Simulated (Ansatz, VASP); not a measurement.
**Ti2GeC: VASP beside Ansatz**

Wanted: the spread between two codes on one cell, functional and k mesh. The structure shown comes from an earlier Ansatz run, which isn't shown and may have moved the atoms alone.

Method: plane waves, with VASP 6.6.1 beside it; elastic constants at PBEsol, in Ansatz 0.2.0.

**1. The starting structure**

The structure is hexagonal, space group P6_3/mmc (No. 194). Conventional cell: a = 3.046 Å, b = 3.046 Å, c = 12.953 Å, α = 90.00°, β = 90.00°, γ = 120.00°. Nearest to Ti lie 3 C at 2.10 Å and 3 Ge at 2.73 Å. Nearest to Ge lie 6 Ti at 2.73 Å and 6 Ge at 3.05 Å. Nearest to C lie 6 Ti at 2.10 Å. Farther neighbours are not listed.

Coordinates:

```cif
data_structure
_symmetry_space_group_name_H-M 'P6_3/mmc'
_symmetry_Int_Tables_number 194
_cell_length_a 3.0459
_cell_length_b 3.0459
_cell_length_c 12.9530
_cell_angle_alpha 90.000
_cell_angle_beta 90.000
_cell_angle_gamma 120.000
_cell_volume 104.07
loop_
_atom_site_label
_atom_site_type_symbol
_atom_site_symmetry_multiplicity
_atom_site_Wyckoff_symbol
_atom_site_fract_x
_atom_site_fract_y
_atom_site_fract_z
_atom_site_occupancy
Ti1 Ti 4 f 0.66667 0.33333 0.58893 1
Ge1 Ge 2 d 0.66667 0.33333 0.25000 1
C1 C 2 a 0.00000 0.00000 0.50000 1
```

**2. Ansatz: elastic constants, PBEsol**

Ansatz runs on its default PAW (the set named soft_2) files.

Elastic constants are differences of stresses under small strains, so they test the stress and the mesh.

Input file input.yaml:

```yaml
crystal:
  lattice:
    - [3.0459299438, 0.0, 0.0]
    - [-1.5229649719, 2.6378527095, 0.0]
    - [0.0, 0.0, 12.9529703348]
  atoms:
    - { symbol: Ti, position: [0.6666666667, 0.3333333333, 0.5889292803] }
    - { symbol: Ti, position: [0.3333333333, 0.6666666667, 0.4110707197] }
    - { symbol: Ti, position: [0.3333333333, 0.6666666667, 0.0889292803] }
    - { symbol: Ti, position: [0.6666666667, 0.3333333333, 0.9110707197] }
    - { symbol: Ge, position: [0.6666666667, 0.3333333333, 0.25] }
    - { symbol: Ge, position: [0.3333333333, 0.6666666667, 0.75] }
    - { symbol: C, position: [0.0, 0.0, 0.5] }
    - { symbol: C, position: [0.0, 0.0, 0.0] }
kpoints:
  mp_grid: { grid: [9, 9, 2] }
hamiltonian:
  xc: pbesol
scf:
  occupations: { method: methfessel_paxton, width: 0.25 }
output:
  forces: true
  stress: true
  eigenvalues: true
elastic:
  mode: relaxed_ion
  stencil: two_point
  amplitude: 0.01
```

Command:

```bash
$ ansatz run input.yaml --threads 8 --pin off --max-ram 16384MiB --backend cpu --events-out ev --progress --plain --runs-dir out
```

Numbers of over 12 decimals in the logs are rounded to 6 here.

Output:

```text
Engine: ansatz 0.2.0, x86_64-unknown-linux-gnu
Pseudopotentials: kind: paw
Pseudopotential: Ti, paw, valence charge 12, recommended cutoff 420 eV (normal), Ti.paw.azcp
Pseudopotential: Ge, paw, valence charge 14, recommended cutoff 420 eV (normal), Ge.paw.azcp
Pseudopotential: C, paw, valence charge 4, recommended cutoff 420 eV (normal), C.paw.azcp
Functional definition: PBEsol
  exchange = pbesol_x
  correlation = pbesol_c
Crystal: 8 atoms, lattice volume = 104.073 Å³
Basis set: ecut = 420 eV, 2035 PW (Γ), exchange–correlation on 48×48×180 points (8 copies of the dense FFT grid, shifted against one another)
Bands: 51, of which v1, the nominal top of the filled ones, is band 42 counted from 1 (41 counted from 0)
Symmetry: 24 space group operations
Space group: P63/mmc (ITA 194), of the structure as read, at distance tolerance 4.7e-5 Å
k-points: 24 of 162
Non-local potential: Ti, projectors of the file, l = 0: 3, l = 1: 2, l = 2: 3, l = 3: 1
Non-local potential: Ge, projectors of the file, l = 0: 2, l = 1: 2, l = 2: 3, l = 3: 1
Non-local potential: C, projectors of the file, l = 0: 2, l = 1: 2, l = 2: 1
PAW form: soft (Blöchl's): semilocal exchange-correlation on the pseudo side does not see the compensation charge
PAW frozen core: Ti, regenerated for the run's functional, and the local potential with it (the file was generated under x = pbe(κ = 0.804, μ = 0.219515), c = pbe(β = 0.066725))
PAW frozen core: Ge, regenerated for the run's functional, and the local potential with it (the file was generated under x = pbe(κ = 0.804, μ = 0.219515), c = pbe(β = 0.066725))
PAW frozen core: C, regenerated for the run's functional, and the local potential with it (the file was generated under x = pbe(κ = 0.804, μ = 0.219515), c = pbe(β = 0.066725))
PAW one-centre angular grid: Ti, 590 points (default); XC on 64 Gauss nodes
PAW one-centre angular grid: Ge, 590 points (default); XC on 64 Gauss nodes
PAW one-centre angular grid: C, 110 points (default); XC on 64 Gauss nodes
Initial density: superposition of atomic densities (neutral atoms: chi_scale 0, normalization atom), corrected by the library's trained network
Initial wavefunctions: pseudopotential atomic-orbital guess
Functional: x = pbesol(κ = 0.804, μ = 0.123457), c = pbesol(β = 0.046)
SCF iter   1: F=—  HF=-18903.223409 eV  |F-HF|=—  |Δ(HF+E_count)|=         —  Δρ=5.28e-3  dr2=3.14e-2  ethr=1.77e-3  ⟨swp⟩=4.7  Hψ=4481  notcnv=0
preconditioner: auto → Kerker (q_TF=auto, 2.633 Å⁻¹)  [metal: Δε(μ)=0.075 eV  Ē_g=13.839 eV  σ=0.250 eV  W_gap=0.25  n_scr=40 (ndim 8)  ℏωp=26.2 eV  f_vac=0.000  D(μ)=3.69/eV (n_scr^D=28)]
SCF iter   2: F=—  HF=-18903.215750 eV  |F-HF|=—  |Δ(HF+E_count)|=   7.66e-3  S|Δr|=    0.00e0  Δρ=2.78e-3  dr2=1.30e-2  ethr=3.74e-5  ⟨swp⟩=2.6  Hψ=2054  notcnv=0
SCF iter   3: F=—  HF=-18903.212924 eV  |F-HF|=—  |Δ(HF+E_count)|=   2.83e-3  S|Δr|=    0.00e0  Δρ=7.86e-4  dr2=2.64e-3  ethr=1.54e-5  ⟨swp⟩=2.0  Hψ=1551  notcnv=0
SCF iter   4: F=—  HF=-18903.212436 eV  |F-HF|=—  |Δ(HF+E_count)|=   4.88e-4  S|Δr|=    0.00e0  Δρ=2.72e-4  dr2=3.64e-4  ethr=3.14e-6  ⟨swp⟩=2.0  Hψ=1757  notcnv=0
SCF iter   5: F=—  HF=-18903.212336 eV  |F-HF|=—  |Δ(HF+E_count)|=   9.92e-5  S|Δr|=    0.00e0  Δρ=1.07e-4  dr2=1.36e-5  ethr=4.34e-7  ⟨swp⟩=2.0  Hψ=1805  notcnv=0
SCF iter   6: F=—  HF=-18903.212266 eV  |F-HF|=—  |Δ(HF+E_count)|=   7.03e-5  S|Δr|=    0.00e0  Δρ=3.10e-5  dr2=1.40e-6  ethr=1.62e-8  ⟨swp⟩=2.0  Hψ=1578  notcnv=0
SCF iter   7: F=—  HF=-18903.212266 eV  |F-HF|=—  |Δ(HF+E_count)|=   9.95e-8  S|Δr|=    0.00e0  Δρ=8.85e-6  dr2=1.16e-7  ethr=1.67e-9  ⟨swp⟩=2.0  Hψ=1538  notcnv=0
SCF iter   8: F=—  HF=-18903.212266 eV  |F-HF|=—  |Δ(HF+E_count)|=   3.13e-8  S|Δr|=    0.00e0  Δρ=2.14e-6  dr2=7.60e-9  ethr=1.38e-10  ⟨swp⟩=3.0  Hψ=2263  notcnv=0
SCF iter   9: F=—  HF=-18903.212266 eV  |F-HF|=—  |Δ(HF+E_count)|=   1.66e-9  S|Δr|=    0.00e0  Δρ=7.31e-7  dr2=6.13e-10  ethr=9.04e-12  ⟨swp⟩=2.0  Hψ=2054  notcnv=0
SCF iter  10: F=—  HF=-18903.212266 eV  |F-HF|=—  |Δ(HF+E_count)|=  1.71e-10  S|Δr|=    0.00e0  Δρ=2.11e-7  dr2=5.41e-11  ethr=7.30e-13 (applied; sched 1.00e-12)  ⟨swp⟩=2.0  Hψ=2093  notcnv=0
[...]
SCF iter  13: F=-18903.212266 eV  HF=-18903.212266 eV  |F-HF|=0.00e0  |Δ(HF+E_count)|=  3.64e-12  S|Δr|=    0.00e0  Δρ=2.06e-9  dr2=6.07e-15  ethr=1.00e-12  ⟨swp⟩=8.5  Hψ=3988  notcnv=0
SCF 1 converged in 13 iterations: F = -18903.212266 eV  dr2 = 6.07e-15
[...]
SCF iter   2: F=—  HF=-18903.208048 eV  |F-HF|=—  |Δ(HF+E_count)|=   6.66e-5  S|Δr|=    0.00e0  Δρ=2.09e-7  dr2=1.87e-11  ethr=1.09e-13 (applied; sched 1.00e-12)  ⟨swp⟩=3.0  Hψ=5355  notcnv=0
SCF iter   3: F=—  HF=-18903.208048 eV  |F-HF|=—  |Δ(HF+E_count)|=  3.64e-12  S|Δr|=    0.00e0  Δρ=1.39e-7  dr2=8.06e-12  ethr=2.23e-14 (applied; sched 1.00e-12)  ⟨swp⟩=1.0  Hψ=2550  notcnv=0
SCF iter   4: F=—  HF=-18903.208048 eV  |F-HF|=—  |Δ(HF+E_count)|=  3.64e-12  S|Δr|=    0.00e0  Δρ=8.95e-8  dr2=3.66e-12  ethr=9.60e-15 (applied; sched 1.00e-12)  ⟨swp⟩=1.0  Hψ=2550  notcnv=0
SCF iter   5: F=—  HF=-18903.208048 eV  |F-HF|=—  |Δ(HF+E_count)|=    0.00e0  S|Δr|=    0.00e0  Δρ=6.85e-8  dr2=2.14e-12  ethr=4.36e-15 (applied; sched 1.00e-12)  ⟨swp⟩=1.0  Hψ=2550  notcnv=0
[...]
SCF iter  10: F=-18903.208048 eV  HF=-18903.208048 eV  |F-HF|=3.64e-12  |Δ(HF+E_count)|=  7.28e-12  S|Δr|=    0.00e0  Δρ=2.70e-10  dr2=8.88e-17  ethr=1.00e-12  ⟨swp⟩=3.8  Hψ=7128  notcnv=0
SCF 32 converged in 10 iterations: F = -18903.208048 eV  dr2 = 8.88e-17
SCF converged after 9 iterations
Stability not checked: this state was not tested for a lower state beside it, because cold or Methfessel-Paxton smearing, or corrected tetrahedra, fill the levels in a way that the test cannot read (fill_not_monotonic; see scf.lower_state_search)
Free energy (F): -18903.212266 eV
Harris-Foulkes:  -18903.212266 eV  (|F-HF|=0.00e0)
Internal energy: -18903.203289 eV  (E = F + TS)
E sigma→0 (E₀):  -18903.210022 eV
Entropy (-TS):   -0.008977 eV (-1.122 meV/atom)
Fermi energy:    14.473740 eV
--- Per-component energies (eV) ---
  E_band       = -660.766913
  E_kinetic    = 1501.776644
  E_local      = -7167.122569  (includes V_loc(G=0)·N_el)
  E_nonlocal   = 924.174457
  E_hartree    = 3071.313024
  E_xc         = -641.271868
  E_vxc        = -746.265324  (∫ρ·V_xc dr)
  E_paw        = -8235.129536  (= ΣΔE_a)
  E_vpaw       = -1315.957351  (= ΣTr[D̂ρ^β])
  E_aug_tail   = 0.001175  (compensation charges beyond the density's cutoff)
  E_ewald      = -8359.380227
  E_core_change = 2.435611  (= ΣΔE_core)
  E_smearing   = -0.008977  (= −TS)
  E_closure    = -0.000000  (closes the sum)
  Σ components = -18903.212266   (vs F -18903.212266, Δ=0.00e0)
--- Forces (eV/Å), atoms counted from 1 ---
  atom   1  Ti    -0.00000000    -0.00000000    -0.00000577
  atom   2  Ti     0.00000000     0.00000000     0.00000577
  atom   3  Ti    -0.00000000     0.00000000    -0.00000577
  atom   4  Ti     0.00000000    -0.00000000     0.00000577
  atom   5  Ge    -0.00000000    -0.00000000     0.00000000
  atom   6  Ge    -0.00000000     0.00000000     0.00000000
  atom   7  C     -0.00000000     0.00000000    -0.00000000
  atom   8  C      0.00000000     0.00000000     0.00000000
  max |Σ_I F_I| component: 5.55e-17 eV/Å
--- Stress (GPa, compression-positive) ---
       -0.019634      -0.000000       0.000000
       -0.000000      -0.019634       0.000000
        0.000000       0.000000      -0.008975
  P = ⅓ Tr σ = -0.0161 GPa (-0.161 kbar)
--- Band table (eV; the first three rows and the last of 24) ---
  k-point 0: bands = [... 38 lower, 14.3827, 14.8260, 14.9684, 14.9684, 15.0229, 15.0229, 15.7456, 15.7456, ... 5 higher]
  k-point 1: bands = [... 38 lower, 14.6419, 14.6419, 14.9960, 14.9960, 14.9960, 14.9960, 15.8536, 15.8536, ... 5 higher]
  k-point 2: bands = [... 38 lower, 14.3450, 14.5282, 14.6358, 14.9440, 15.1133, 15.1922, 15.2327, 15.6033, ... 5 higher]
  k-point 23: bands = [... 38 lower, 11.7377, 11.7377, 12.3055, 12.3055, 14.4315, 14.4315, 15.4938, 15.4938, ... 5 higher]
--- Elastic constants: 3 strain directions × 2 members + reference (group order 24) ---
  dense FFT box of the reference and of every strained cell: 24×24×90
  strains applied: 11, 33, 23; error gains: componentwise 1.00 (the most a stress slope's error grows in a printed constant), spectral 1.41 (1 for all six strains in a standard setting)
  reference relaxed by the batch: 2 steps; max|allowed force component| 2.69e-4 eV/Å at the deck's positions, 5.88e-6 at the last accepted step, 5.77e-6 by the solve of record
  largest displacement 1.2e-5 Å; the constants are those of the deck's cell at these positions:
  atoms:
    - { symbol: Ti, position: [0.666667, 0.333333, 0.588930] }
    - { symbol: Ti, position: [0.333333, 0.666667, 0.411070] }
    - { symbol: Ti, position: [0.333333, 0.666667, 0.088930] }
    - { symbol: Ti, position: [0.666667, 0.333333, 0.911070] }
    - { symbol: Ge, position: [0.666667, 0.333333, 0.25] }
    - { symbol: Ge, position: [0.333333, 0.666667, 0.75] }
    - { symbol: C, position: [0, 0, 0.5] }
    - { symbol: C, position: [0, 0, 0.0] }
  C = ∂σ_k/∂η_j (tension-positive GPa; Voigt order 11 22 33 23 13 12):
       303.999     89.657    102.945      0.000      0.000      0.000
        89.657    303.999    102.945      0.000      0.000      0.000
       102.656    102.656    302.245      0.000      0.000      0.000
         0.000      0.000      0.000    130.793      0.000      0.000
         0.000      0.000      0.000      0.000    130.793      0.000
        -0.000      0.000     -0.000      0.000      0.000    107.171
  reference stress σ⁰ (GPa):      0.020      0.020      0.009     -0.000     -0.000      0.000
  C* (energy form; C + prestress term) asymmetry max|C*_kj − C*_jk| = 2.994e-1 GPa — a small one proves nothing (zero by symmetry where the batch's group is 432, −43m or m−3m); a large one is finite-difference/SCF noise where every solve meets its electron count
  moduli (Voigt/Reuss/Hill, GPa): K = 166.75/166.70/166.73   G = 114.75/113.18/113.96   E = 278.45   ν = 0.222
  mechanically stable: yes (min eigenvalue of sym C = 107.17 GPa)
  strain η (Voigt 11):  stress-route row diagonal C_11 = 304.00 GPa, energy-path curvature d²(F+E_count+ΔE)/dδ²/Ω₀ = 303.60 GPa
         δ    σ_11 (GPa)             F (eV)   n_scf  n_hpsi   n_pw
    -1.000e-2      -3.1580      -18903.2022552       9   39744   2036   relax 5 steps, max|allowed force component| 3.55e-6 eV/Å
     1.000e-2       2.9220      -18903.2026141       9   40654   2074   relax 3 steps, max|allowed force component| 4.28e-5 eV/Å
  strain η (Voigt 33):  stress-route row diagonal C_33 = 302.24 GPa, energy-path curvature d²(F+E_count+ΔE)/dδ²/Ω₀ = 302.14 GPa
         δ    σ_33 (GPa)             F (eV)   n_scf  n_hpsi   n_pw
    -1.000e-2      -3.0760      -18903.2024134       9   19460   2034   relax 3 steps, max|allowed force component| 1.29e-6 eV/Å
     1.000e-2       2.9689      -18903.2025805      10   20921   2080   relax 3 steps, max|allowed force component| 4.62e-6 eV/Å
  strain η (Voigt 23):  stress-route row diagonal C_44 = 130.79 GPa, energy-path curvature d²(F+E_count+ΔE)/dδ²/Ω₀ = 130.86 GPa
         δ    σ_23 (GPa)             F (eV)   n_scf  n_hpsi   n_pw
    -1.000e-2      -1.3079      -18903.2080482       9   41404   2055   relax 4 steps, max|allowed force component| 3.29e-5 eV/Å
     1.000e-2       1.3079      -18903.2080482      10   43095   2055   relax 5 steps, max|allowed force component| 1.97e-5 eV/Å
```

(Continued in part 2 of 2.)

[Lines on the potential files, build, host, timing and source positions are cut from VASP's logs without a mark.]

[Logs are printed without paths, hosts, clocks, repeated set-up lines and the standing remarks that a program may print on its own settings, such as how far it seeks lower states.]

[Hosts, paths, dates, database ids (printed as entryN), source tags and the programs' standing remarks are cut or masked in the printed files.]
